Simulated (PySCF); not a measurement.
Runs of PySCF 2.14.0 on Ge. The structure is cubic, space group Fd-3m (No. 227). The conventional cell has a = 5.658 Å, b = 5.658 Å, c = 5.658 Å, α = 90.00°, β = 90.00°, γ = 90.00°. Ge (site symmetry -43m) is surrounded by 4 Ge at 2.45 Å. 

```csv
task,level,potentials or basis,k mesh,smearing,density cutoff,potentials,conv_tol,exxdiv,coulomb method,mesh quality,gap on the mesh (eV)
atomic charges,PBE0,DZVP-MOLOPT-HYB/GTH-HYB (UZH) (potentials made for PBE0),2 × 2 × 2,fixed,74 Ha,Ge GTH-HYB-q4,1e-07 Ha,ewald,Gaussian density fitting (GDF),coarse,(b)
density of states,PBE,DZVP-MOLOPT-SR/GTH-PBE (potentials made for PBE),8 × 8 × 8,fermi-dirac 0.05 eV,112 Ha,Ge GTH-PBE-q4,1e-07 Ha,-,multigrid,not flagged,none
atomic charges,r2SCAN,DZVP-MOLOPT-HYB/GTH-HYB (UZH) (potentials made for PBE0),2 × 2 × 2,fixed,74 Ha,Ge GTH-HYB-q4,1e-07 Ha,-,Gaussian density fitting (GDF),coarse,0.30
atomic charges,r2SCAN0,DZVP-MOLOPT-HYB/GTH-HYB (UZH) (potentials made for PBE0),2 × 2 × 2,fixed,74 Ha,Ge GTH-HYB-q4,1e-07 Ha,ewald,Gaussian density fitting (GDF),coarse,2.04
EOM-CCSD ionisation and attachment energies,HF,DZVP-MOLOPT-HYB/GTH-HYB (UZH) (potentials made for PBE0),2 × 2 × 2,fixed,74 Ha,Ge GTH-HYB-q4,1e-08 Ha,ewald,Gaussian density fitting (GDF),coarse,7.86
atomic charges,PBEsol,DZVP-MOLOPT-HYB/GTH-HYB (UZH) (potentials made for PBE0),2 × 2 × 2,fixed,74 Ha,Ge GTH-HYB-q4,1e-07 Ha,-,Gaussian density fitting (GDF),coarse,(a)
atomic charges,LDA,DZVP-MOLOPT-HYB/GTH-HYB (UZH) (potentials made for PBE0),2 × 2 × 2,fixed,74 Ha,Ge GTH-HYB-q4,1e-07 Ha,-,Gaussian density fitting (GDF),coarse,0.02
```

Alike in all rows: no spin polarisation; cell as given.

Q: Estimate the missing entries.

A: (a) 0.07; (b) 2.01.

Caveats: some runs use coarse meshes; the basis of atomic orbitals isn't converged, which shifts pressures, moduli and gaps; on so small a mesh gaps with full-range exact exchange can be off by tenths of an eV to over 1 eV (some runs); meta-GGAs need a finer uniform grid than this (some runs); mesh and basis are far too small for converged many-body values: gaps can be off by tenths of an eV to over 1 eV, and much correlation energy is missing (some runs); the iterative solver can pass over a root and still report convergence (some runs).

A k mesh can miss the band edges, and the runs leave out spin-orbit coupling on Ge.

A gap of «none» marks a metal or a gap under the smearing width.

Not every run made on this cell is shown here.
